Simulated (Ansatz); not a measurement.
# NaF (zincblende): zone-centre phonons and dielectric response

Perturbation theory with PBEsol in the PAW code Ansatz on the PBEsol cell, ground state and force constants on an 8×8×8 mesh. (Calculated; spin-unpolarised; the phase may be known or hypothetical.)

The symmetry is F-43m (No. 216, cubic); conventional cell a = 5.091 Å, 16.50 Å³ an atom. Na has 4 F at 2.20 Å; F has 4 Na at 2.20 Å.

```xyz
2
Lattice="0.0000 2.5456 2.5456 2.5456 0.0000 2.5456 2.5456 2.5456 0.0000" Properties=species:S:1:pos:R:3 pbc="T T T"
Na    0.0000    0.0000    0.0000
F     1.2728    1.2728    1.2728
```

Optical modes without the longitudinal term:

| ω (cm⁻¹) | degeneracy | IR intensity, summed over the level ((D/Å)²/amu) |
| --- | --- | --- |
| 278 | 3 | 6.30 |

The optical mode at Γ lies at 278 cm⁻¹ without the longitudinal term. With the long-range field the highest mode reaches 396 cm⁻¹.

The clamped-ion dielectric constant comes out as 1.71 in all directions. With the ions relaxed, ε⁰ is 3.5 in all directions. Born charges, averaged over directions: Na +0.97, F -0.97 e.

With one polar mode in a cubic crystal the Lyddane-Sachs-Teller relation applies: (ω_LO/ω_TO)² = (395.8/278.1)² = 2.025, and ε⁰/ε∞ = 3.470/1.714 = 2.025. The refractive index √ε∞ is 1.31.

For comparison, on the r2SCAN cell the mean ε∞ is 1.66 with r2SCAN (ground state on 8×8×8; least gap 6.26 eV), 1.71 with PBE.
